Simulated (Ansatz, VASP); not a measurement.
## One calculation of SnSe, two programs

```
Sn Se
1.0
     0.00000    3.01000    3.01000
     3.01000    0.00000    3.01000
     3.01000    3.01000    0.00000
Sn Se
1 1
Direct
  0.00000 0.00000 0.00000
  0.50000 0.50000 0.50000
```

Alike in both runs: functional r2SCAN; k mesh 10 × 10 × 10; occupations gaussian, width 0.02 eV; no spin polarisation.

Ansatz relaxed the structure, and its values are those at the end. VASP's run is a single point on that final structure, the one shown.

|  | VASP | Ansatz |
| --- | --- | --- |
| version | VASP 6.6.1 | Ansatz 0.2.0 |
| potentials or method | VASP PAW PBE potentials, release 64 (Sn_d, Se) | scalar-relativistic, plane waves, PAW |
| plane-wave cutoff (eV) | 520 | 500 |
| valence electrons in the cell | 20 | 30 |

Ansatz gave:

* gap on the k mesh at the Fermi level (eV): 0.46
* least direct gap on the mesh (eV): 0.46
* pressure (GPa): 0.0

Problem. What did VASP give for the same quantities?

Solution. gap on the k mesh at the Fermi level (eV): 0.45; least direct gap on the mesh (eV): 0.45; pressure (GPa): 0.0.

The two sets of potentials don't hold the same shells in valence.

Caveats: the PAW data sets were made with another functional, which shifts forces and pressure a little (VASP); spin-orbit coupling is left out, which moves the levels of the heavy elements.
